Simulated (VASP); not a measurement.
# A VASP 6.6.1 single-point calculation on SnO

INCAR

```
SIGMA = 0.02
IBRION = -1
GGA = PE
ISIF = 2
ISMEAR = -1
ISYM = -1
NBANDS = 17
LWAVE = .FALSE.
LASPH = .TRUE.
EDIFF = 1E-7
LCHARG = .FALSE.
PREC = Accurate
LREAL = .FALSE.
NSW = 0
NELM = 56
ENCUT = 520
```

KPOINTS

```
KPOINTS created by Atomic Simulation Environment
0
Gamma
4 4 4
0 0 0
```

POSCAR

```
Sn O
 1.0000000000000000
     3.0515798887000001    0.0000000000000000    0.0000000000000000
     0.0000000000000000    3.0515798887000001    0.0000000000000000
     0.0000000000000000    0.0000000000000000    3.0515798887000001
 Sn  O
   1   1
Cartesian
  0.0000000000000000  0.0000000000000000  0.0000000000000000
  1.5257899443500000  1.5257899443500000  1.5257899443500000
```

The recommended PBE PAW datasets give the neutral cell 20 valence electrons.

Command

```
mpirun -np 1 vasp_std
```

OSZICAR

```
N       E                     dE             d eps       ncg     rms          rms(c)
DAV:   1     0.140263022332E+03    0.14026E+03   -0.10280E+04  2290   0.186E+03
DAV:   2     0.335730249531E-01   -0.14023E+03   -0.13356E+03  2457   0.386E+02
DAV:   3    -0.113550542612E+02   -0.11389E+02   -0.11323E+02  2471   0.983E+01
DAV:   4    -0.115672622865E+02   -0.21221E+00   -0.21211E+00  2577   0.138E+01
DAV:   5    -0.115723586116E+02   -0.50963E-02   -0.50959E-02  2831   0.208E+00    0.794E+00
DAV:   6    -0.100262519265E+02    0.15461E+01   -0.95398E+00  2678   0.395E+01    0.477E+00
DAV:   7    -0.980114863995E+01    0.22510E+00   -0.12800E+00  2585   0.753E+00    0.127E+00
DAV:   8    -0.977461058334E+01    0.26538E-01   -0.11272E-01  2816   0.293E+00    0.129E-01
DAV:   9    -0.977494367297E+01   -0.33309E-03   -0.36707E-03  2473   0.546E-01    0.797E-02
DAV:  10    -0.977505503630E+01   -0.11136E-03   -0.37213E-04  2896   0.326E-01    0.289E-02
DAV:  11    -0.977502918796E+01    0.25848E-04   -0.19796E-04  3211   0.184E-01    0.172E-02
DAV:  12    -0.977501934748E+01    0.98405E-05   -0.25442E-05  2787   0.439E-02    0.217E-03
DAV:  13    -0.977501949709E+01   -0.14960E-06   -0.12626E-06  2641   0.921E-03    0.754E-04
DAV:  14    -0.977501918114E+01    0.31594E-06   -0.40354E-08  1236   0.158E-03    0.797E-04
DAV:  15    -0.977501922327E+01   -0.42124E-07   -0.19396E-08  1199   0.106E-03
   1 F= -.97750192E+01 E0= -.97750156E+01  d E =-.730439E-05
```

From OUTCAR

```
k-points           NKPTS =     64   k-points in BZ     NKDIM =     64   number of bands    NBANDS=     17

   NELECT =      20.0000    total number of electrons

   dimension x,y,z NGX =    24 NGY =   24 NGZ =   24
   dimension x,y,z NGXF=    48 NGYF=   48 NGZF=   48

  energy-cutoff  :      520.00
  volume of cell :       28.42
      direct lattice vectors                 reciprocal lattice vectors
     3.051579889  0.000000000  0.000000000     0.327699106  0.000000000  0.000000000
     0.000000000  3.051579889  0.000000000     0.000000000  0.327699106  0.000000000
     0.000000000  0.000000000  3.051579889     0.000000000  0.000000000  0.327699106

 k-points in reciprocal lattice and weights: KPOINTS created by Atomic Simulation Env
   0.00000000  0.00000000  0.00000000       0.016
   0.25000000  0.00000000  0.00000000       0.016
   0.50000000  0.00000000  0.00000000       0.016
  -0.25000000  0.00000000  0.00000000       0.016
   0.00000000  0.25000000  0.00000000       0.016
   0.25000000  0.25000000  0.00000000       0.016
   0.50000000  0.25000000  0.00000000       0.016
  -0.25000000  0.25000000  0.00000000       0.016
   ...

 E-fermi :   8.8537

 k-point     1 :       0.0000    0.0000    0.0000
  band No.  band energies     occupation
      1     -12.6749      2.00000
      2     -12.6749      2.00000
      3     -12.2382      2.00000
      4     -12.2382      2.00000
      5     -12.2382      2.00000
      6      -9.3629      2.00000
      7       1.6709      2.00000
      8       6.3714      2.00000
      9       6.3714      2.00000
     10       6.3714      2.00000
     11      17.3000      0.00000
     12      17.3000      0.00000
     13      17.7132      0.00000
     14      17.7132      0.00000
     15      17.7132      0.00000
     16      29.0401      0.00000
     17      29.0742      0.00000

 k-point     2 :       0.2500    0.0000    0.0000
  band No.  band energies     occupation
      1     -12.6646      2.00000
      2     -12.5184      2.00000
      3     -12.2951      2.00000
      4     -12.2951      2.00000
      5     -12.2335      2.00000
      6      -8.9829      2.00000
      7       0.7832      2.00000
      8       6.7588      2.00000
      9       6.7588      2.00000
     10       6.8147      2.00000
     11      12.8179      0.00000
     12      17.2750      0.00000
     13      17.2750      0.00000
     14      18.0563      0.00000
     15      22.4480      0.00000
     16      24.4926      0.00000
     17      27.3709      0.00000

 k-point     3 :       0.5000    0.0000    0.0000
  band No.  band energies     occupation
      1     -12.6543      2.00000
      2     -12.3619      2.00000
      3     -12.3511      2.00000
      4     -12.3511      2.00000
      5     -12.2287      2.00000
      6      -8.5368      2.00000
      7      -0.1388      2.00000
      8       7.1896      2.00000
      9       7.1896      2.00000
     10       8.0775      2.00000
     11       9.7736      0.00000
     12      16.6834      0.00000
     13      16.6834      0.00000
     14      20.1640      0.00000
     15      20.6705      0.00000
     16      26.9547      0.00000
     17      27.3376      0.00000

 ...

  Total        1.7394831      1.7394805      1.7394788      0.0000006     -0.0000006      0.0000006
  in kB       98.0746056     98.0744561     98.0743622      0.0000343     -0.0000311      0.0000347
  external PRESSURE =      98.0744747 kB  Pullay stress =       0.0000000 kB

 POSITION                                       TOTAL-FORCE (eV/Angst)
 -----------------------------------------------------------------------------------
      0.00000      0.00000      0.00000        -0.000000     -0.000000      0.000000
      1.52579      1.52579      1.52579         0.000000      0.000000     -0.000000
 -----------------------------------------------------------------------------------
    total drift:                                0.000000      0.000001      0.000001

  FREE ENERGIE OF THE ION-ELECTRON SYSTEM (eV)
  ---------------------------------------------------
  free  energy   TOTEN  =        -9.7750192233 eV

  energy  without entropy=       -9.7750119189  energy(sigma->0) =       -9.77501557
```

It converged. Results: gap between bands v and c on the k mesh 0.36 eV; least direct gap on the k mesh 0.71 eV; pressure 9.8 GPa. Band v is the last that the valence electrons fill when counted band by band, and c is the next.

These settings aren't sound, so the numbers aren't properties of the crystal.

On sound settings PBE gives a gap of -0.28 eV on its mesh and a pressure of 9.3 GPa for the intended cell.

The run took about 9.3 s on one core of a shared host (Intel Xeon 6975P-C) and held 0.15 GiB at most.
